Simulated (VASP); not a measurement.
Here is a VASP 6.6.1 calculation.

POSCAR

```
GaN
1.0
    3.1800000000      0.0000000000      0.0000000000
   -1.5900000000      2.7539607840      0.0000000000
    0.0000000000      0.0000000000      5.1660000000
Ga N
2 2
Direct
    0.3333333333      0.6666666667      0.0000000000
    0.6666666667      0.3333333333      0.5000000000
    0.3333333333      0.6666666667      0.3750000000
    0.6666666667      0.3333333333      0.8750000000
```

INCAR.step1

```
SYSTEM = GaN
ALGO     = Normal         ! electronic algorithm
EDIFF    = 1E-8           ! SCF threshold, eV
ENCUT    = 450            ! plane-wave cutoff, eV
GGA      = PS             ! functional
ISMEAR   = 0              ! smearing method
KPAR     = 8            
LASPH    = .True.         ! aspherical terms in the spheres
LCHARG   = .False.        ! write CHGCAR
LREAL    = .False.        ! projectors in reciprocal space
LWAVE    = .True.         ! write WAVECAR
NELM     = 60             ! most SCF steps
PREC     = Accurate       ! precision mode
SIGMA    = 0.01           ! smearing width, eV
```

Contents of INCAR.step2:

```
SYSTEM = GaN
ALGO     = Exact          ! electronic algorithm
EDIFF    = 1E-8           ! SCF threshold, eV
ENCUT    = 450            ! plane-wave cutoff, eV
GGA      = PS             ! functional
ISMEAR   = 0              ! smearing method
ISTART   = 1            
KPAR     = 8            
LASPH    = .True.         ! aspherical terms in the spheres
LCHARG   = .False.        ! write CHGCAR
LOPTICS  = .True.         ! frequency-dependent dielectric function
LREAL    = .False.        ! projectors in reciprocal space
LWAVE    = .True.         ! write WAVECAR
NBANDS   = 218            ! bands
NELM     = 1              ! most SCF steps
PREC     = Accurate       ! precision mode
SIGMA    = 0.01           ! smearing width, eV
```

Contents of INCAR.step3:

```
SYSTEM = GaN
ALGO     = EVGW0          ! electronic algorithm
EDIFF    = 1E-8           ! SCF threshold, eV
ENCUT    = 450            ! plane-wave cutoff, eV
ENCUTGW  = 150            ! cutoff of the response function
GGA      = PS             ! functional
ISMEAR   = 0              ! smearing method
ISTART   = 1            
KPAR     = 8            
LASPH    = .True.         ! aspherical terms in the spheres
LCHARG   = .False.        ! write CHGCAR
LREAL    = .False.        ! projectors in reciprocal space
LWAVE    = .False.        ! write WAVECAR
NBANDS   = 218            ! bands
NBANDSGW = 26           
NELMGW   = 1            
NOMEGA   = 50             ! frequency points
PREC     = Accurate       ! precision mode
PRECFOCK = Fast         
SIGMA    = 0.01           ! smearing width, eV
```

Contents of KPOINTS:

```
k-points
0
Gamma
  6 6 3
  0 0 0
```

Potentials or basis: VASP PAW PBE potentials, release 64 (Ga_d_GW, N_GW).

Run with:

```bash
$ cat potpaw_PBE.64/Ga_d_GW/POTCAR potpaw_PBE.64/N_GW/POTCAR > POTCAR
$ cp INCAR.step1 INCAR
$ mpirun -np 8 vasp_std > vasp.out
$ cp INCAR.step2 INCAR
$ mpirun -np 8 vasp_std > vasp.out
$ cp INCAR.step3 INCAR
$ mpirun -np 8 vasp_std > vasp.out
```

Question: What does it give for the quasiparticle gap?

Answer: 3.20 eV.

Question: Estimate the least direct quasiparticle gap.

Answer: 3.20 eV.

Question: What does it give for the band gap on the k mesh, mean-field level?

Answer: 1.93 eV, direct.

Caveat: bands, screening cutoff and mesh are small and nothing is extrapolated, so the quasiparticle values aren't converged.

**Measured values to compare with.**

From “Studying electronic properties in GaN without electrical contacts using γ-γ vs e−-γ Perturbed Angular Correlations”, 2019, pmc:6823545, for a bulk crystal of GaN: band gap 3.503 ± 0.005 eV (direct).

Against the measured gap of GaN, 3.503 eV (direct; quoted in “Studying electronic properties in GaN without electrical contacts using γ-γ vs e−-γ Perturbed Angular Correlations”, 2019, pmc:6823545), the calculated 3.20 eV is off by -0.31 eV. Spin-orbit coupling on Ga is left out. The value is that of G0W0 on PBEsol, without temperature or zero-point motion.
